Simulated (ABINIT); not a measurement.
# AlRu (P1) in ABINIT: convergence with pawecutdg

Aim: find how far pawecutdg must go before the results for AlRu settle, at PBE. This setting moves, with any that are tied to it; all else stays.

All numbers are computed with ABINIT 10.8.3 (patched build); they aren't measurements. Logs are shortened: lines on timing, memory, paths and dates and some standing lists are left out, and cuts for length are marked. The log counts tension as positive stress, the text compression.

## 1. The cell of the first run

The typed cell holds 2 atoms: a = 2.992 Å, b = 2.992 Å, c = 2.992 Å, α = 90.00°, β = 90.00°, γ = 90.00°.

The cell isn't the ideal one: atoms moved at random, drawn with an rms of 0.05 Å.

## 2. With pawecutdg 15 Ha

run.abi

```
# Pseudopotentials
pp_dirpath "./"
pseudos "Ru.GGA_PBE-JTH.xml, Al.GGA_PBE-JTH.xml"

# Structure
acell 3*1.0
rprim
     5.6533046744     0.0000000000     0.0000000000
     0.0000000000     5.6533046744     0.0000000000
     0.0000000000     0.0000000000     5.6533046744
ntypat 2
znucl 44 13
natom 2
typat 1 2
xred
     0.4970030000     0.5110170000     0.4878020000
    -0.0043240000    -0.0088300000     0.0100190000
chkprim 0
chksymtnons 0
tolsym 1.0e-6

# Plane-wave basis
ecut 15.0
pawecutdg 15.0
pawxcdev 0

# k points
kptopt 1
ngkpt 9 9 9
nshiftk 1
shiftk 0.0 0.0 0.0

# Exchange and correlation
ixc 11

# Bands and occupations
nband 14
occopt 4
tsmear 0.1 eV

# SCF cycle
nstep 100
tolvrs 1.0e-9

# Output
iomode 3
prtwf 0
prtden 0
prteig 0
prtebands 0
enunit 2
```

Potentials or basis: JTH PAW PBE v2.0.

Run with:

```sh
$ abinit run.abi > log 2>&1
```

Wall time 55 s (1 thread of Arm Neoverse V1, shared host); peak memory 0.17 GiB.

Results (log left out):

| Property | Result |
| --- | --- |
| Free energy | -2662.4539 eV |
| Pressure | 3.0 GPa |
| Largest force | 0.680 eV/Å |
| Band gap on the k mesh | none (metal or under the smearing width) |
| Valence electrons inside the program's atomic spheres | Ru 13.81; Al 0.83 |

## 3. With pawecutdg 18

Changes to run.abi since step 2:

```diff
@@ -23,3 +23,3 @@
 ecut 15.0
-pawecutdg 15.0
+pawecutdg 18.0
 pawxcdev 0
```

Potentials or basis: JTH PAW PBE v2.0.

Run with:

```sh
$ abinit run.abi > log 2>&1
```

Wall time 55 s (1 thread of Arm Neoverse V1, shared host); peak memory 0.17 GiB.

It converged, with:

```
Free energy                                           : -2662.4545 eV
Pressure                                              : 3.2 GPa
Largest force                                         : 0.718 eV/Å
Band gap on the k mesh                                : none (metal or under the smearing width)
Valence electrons inside the program's atomic spheres : Ru 13.82; Al 0.82
```

## 4. With pawecutdg 22.5

Changes to run.abi since step 3:

```diff
@@ -23,3 +23,3 @@
 ecut 15.0
-pawecutdg 18.0
+pawecutdg 22.5
 pawxcdev 0
```

Run with:

```sh
$ abinit run.abi > log 2>&1
```

Wall time 56 s (1 thread of Arm Neoverse V1, shared host); peak memory 0.17 GiB.

Results (log left out):

* Free energy: -2662.4541 eV
* Pressure: 3.1 GPa
* Largest force: 0.705 eV/Å
* Band gap on the k mesh: none (metal or under the smearing width)
* Valence electrons inside the program's atomic spheres: Ru 13.81; Al 0.82

## 5. With pawecutdg 27

Changes to run.abi since step 4:

```diff
@@ -23,3 +23,3 @@
 ecut 15.0
-pawecutdg 22.5
+pawecutdg 27.0
 pawxcdev 0
```

Run with:

```sh
$ abinit run.abi > log 2>&1
```

Wall time 55 s (1 thread of Arm Neoverse V1, shared host); peak memory 0.17 GiB.

Results (log left out):

- Free energy: -2662.4541 eV
- Pressure: 3.1 GPa
- Largest force: 0.708 eV/Å
- Band gap on the k mesh: none (metal or under the smearing width)
- Valence electrons inside the program's atomic spheres: Ru 13.81; Al 0.82

## 6. With pawecutdg 33

Changes to run.abi since step 5:

```diff
@@ -23,3 +23,3 @@
 ecut 15.0
-pawecutdg 27.0
+pawecutdg 33.0
 pawxcdev 0
```

Potentials or basis: JTH PAW PBE v2.0.

Run with:

```sh
$ abinit run.abi > log 2>&1
```

It took 56 s on 1 thread of Arm Neoverse V1, shared host; peak memory 0.17 GiB.

Results (log left out):

| Quantity | Value |
| --- | --- |
| Free energy | -2662.4540 eV |
| Pressure | 3.1 GPa |
| Largest force | 0.708 eV/Å |
| Band gap on the k mesh | none (metal or under the smearing width) |
| Valence electrons inside the program's atomic spheres | Ru 13.81; Al 0.82 |

## 7. With pawecutdg 40.5

Changes to run.abi since step 6:

```diff
@@ -23,3 +23,3 @@
 ecut 15.0
-pawecutdg 33.0
+pawecutdg 40.5
 pawxcdev 0
```

Run with:

```sh
$ abinit run.abi > log 2>&1
```

Run time: 60 s. Hardware: 1 thread of Arm Neoverse V1, shared host; peak memory 0.18 GiB.

It converged, with:

| Quantity | Value |
| --- | --- |
| Free energy | -2662.4540 eV |
| Pressure | 3.1 GPa |
| Largest force | 0.707 eV/Å |
| Band gap on the k mesh | none (metal or under the smearing width) |
| Valence electrons inside the program's atomic spheres | Ru 13.82; Al 0.82 |

## 8. With pawecutdg 49.5

Changes to run.abi since step 7:

```diff
@@ -23,3 +23,3 @@
 ecut 15.0
-pawecutdg 40.5
+pawecutdg 49.5
 pawxcdev 0
```

Potentials or basis: JTH PAW PBE v2.0.

Run with:

```sh
$ abinit run.abi > log 2>&1
```

run.abo:

```text
.Version 10.8.3 of ABINIT
 Symmetries : space group P1 (#  1); Bravais aP (primitive triclinic)
================================================================================
 Values of the parameters that define the memory need of the present run
     intxc =       0    ionmov =       0      iscf =      17    lmnmax =      18
     lnmax =       6     mgfft =      20  mpssoang =       3    mqgrid =    3001
     natom =       2  nloc_mem =       2    nspden =       1   nspinor =       1
    nsppol =       1      nsym =       1    n1xccc =       1    ntypat =       2
    occopt =       4   xclevel =       2
       mpw =         513          nfft =        8000          nkpt =         365
 PAW method is used; the additional fine FFT grid is defined by:
   mgfftf=        36    nfftf =     46656
================================================================================
================================================================================

--------------------------------------------------------------------------------
------------- Echo of variables that govern the present computation ------------
--------------------------------------------------------------------------------
 -outvars: echo values of preprocessed input variables --------
            acell      1.0000000000E+00  1.0000000000E+00  1.0000000000E+00 Bohr
              amu      1.01070000E+02  2.69815390E+01
          chkprim           0
      chksymtnons           0
             ecut      1.50000000E+01 Hartree
           enunit           2
                       outvar_i_n : Printing only first  50 k-points.
              ixc          11
                       outvar_i_n : Printing only first  50 k-points.
         kptrlatt        9    0    0      0    9    0      0    0    9
          kptrlen      5.08797421E+01
            natom           2
            nband          14
            ngfft          20      20      20
          ngfftdg          36      36      36
             nkpt         365
            nstep         100
             nsym           1
           ntypat           2
                       prtocc : prtvol=0, do not print more k-points.
[... 196 lines left out ...]
PAW spherical_terms :  7.14541280303714E+00
internal            : -9.78433739850274E+01
'-kT*entropy'       : -2.99373376036091E-06
total_energy        : -9.78433769787611E+01
total_energy_eV     : -2.66245392258020E+03
...

--- !EnergyTermsDC
iteration_state     : {dtset: 1, }
comment             : '"Double-counting" decomposition of free energy'
band_energy         : -7.27788459205492E+00
Ewald energy        : -7.32925982536837E+01
psp_core            :  2.99775997832565E+00
xc_dc               : -2.11012054417246E+01
PAW spherical_terms :  8.30551432223328E-01
internal            : -9.78433768769143E+01
'-kT*entropy'       : -2.99373376036091E-06
total_energy_dc     : -9.78433798706480E+01
total_energy_dc_eV  : -2.66245400127245E+03
...

--- !EnergyTermsWithPAWCore
iteration_state     : {dtset: 1, }
comment             : 'Components of total free energy, including PAW core contributions'
Total energy        : -4.77395817642928E+03
Total energy DC     : -4.77395817932117E+03
Total energy (eV)   : -1.29906019860976E+05
Total energy DC (eV): -1.29906019939669E+05
...

 Cartesian components of stress tensor (hartree/bohr^3)
  sigma(1 1)= -1.15953658E-04  sigma(3 2)=  2.12857356E-05
  sigma(2 2)= -1.02896697E-04  sigma(3 1)=  1.37646687E-06
  sigma(3 3)= -1.00012280E-04  sigma(2 1)= -1.27376768E-06

-Cartesian components of stress tensor (GPa)         [Pressure=  3.1271E+00 GPa]
- sigma(1 1)= -3.41147440E+00  sigma(3 2)=  6.26247963E-01
- sigma(2 2)= -3.02732534E+00  sigma(3 1)=  4.04970534E-02
- sigma(3 3)= -2.94246285E+00  sigma(2 1)= -3.74755389E-02

== END DATASET(S) ==============================================================
================================================================================

 -outvars: echo values of variables after computation  --------
            acell      1.0000000000E+00  1.0000000000E+00  1.0000000000E+00 Bohr
           etotal     -9.7843379871E+01
            fcart     -6.2763407010E-04 -9.1707804114E-03  1.0232772926E-02
                       6.2763407010E-04  9.1707804114E-03 -1.0232772926E-02
            rprim      5.6533046744E+00  0.0000000000E+00  0.0000000000E+00
                       0.0000000000E+00  5.6533046744E+00  0.0000000000E+00
                       0.0000000000E+00  0.0000000000E+00  5.6533046744E+00
           strten     -1.1595365804E-04 -1.0289669676E-04 -1.0001227953E-04
                       2.1285735633E-05  1.3764668670E-06 -1.2737676781E-06
           xangst      1.4868341738E+00  1.5287584562E+00  1.4593084622E+00
                      -1.2935678391E-02 -2.6415827982E-02  2.9972840380E-02
             xred      4.9700300000E-01  5.1101700000E-01  4.8780200000E-01
                      -4.3240000000E-03 -8.8300000000E-03  1.0019000000E-02
 Calculation completed.
```

Wall time 60 s (1 thread of Arm Neoverse V1, shared host); peak memory 0.18 GiB.

Results:

| Item | Value |
| --- | --- |
| Free energy | -2662.4540 eV |
| Pressure | 3.1 GPa |
| Largest force | 0.707 eV/Å |
| Band gap on the k mesh | none (metal or under the smearing width) |
| Valence electrons inside the program's atomic spheres | Ru 13.82; Al 0.82 |

## 9. The series at a glance

| pawecutdg | energy less the tightest run (meV/atom) | pressure (GPa) | largest force (eV/Å) | SCF cycles | CPU time (s) | peak memory (GiB) |
| --- | --- | --- | --- | --- | --- | --- |
| 15 Ha | 0.06 | 3.04 | 0.680 | 10 | 55 | 0.17 |
| 18 | -0.27 | 3.15 | 0.718 | 10 | 55 | 0.17 |
| 22.5 | -0.05 | 3.12 | 0.705 | 10 | 56 | 0.17 |
| 27 | -0.03 | 3.13 | 0.708 | 10 | 55 | 0.17 |
| 33 | -0.01 | 3.13 | 0.708 | 10 | 56 | 0.17 |
| 40.5 | 0.00 | 3.13 | 0.707 | 11 | 60 | 0.18 |
| 49.5 | 0.00 | 3.13 | 0.707 | 11 | 60 | 0.18 |

Against the tightest run, the energy stays within 1 meV/atom from 15 Ha on; the pressure stays within 0.1 GPa from 15 Ha on; the largest force stays within 0.005 eV/Å from 22.5 on. The tightest run that finished is the yardstick and may itself not be fully converged.
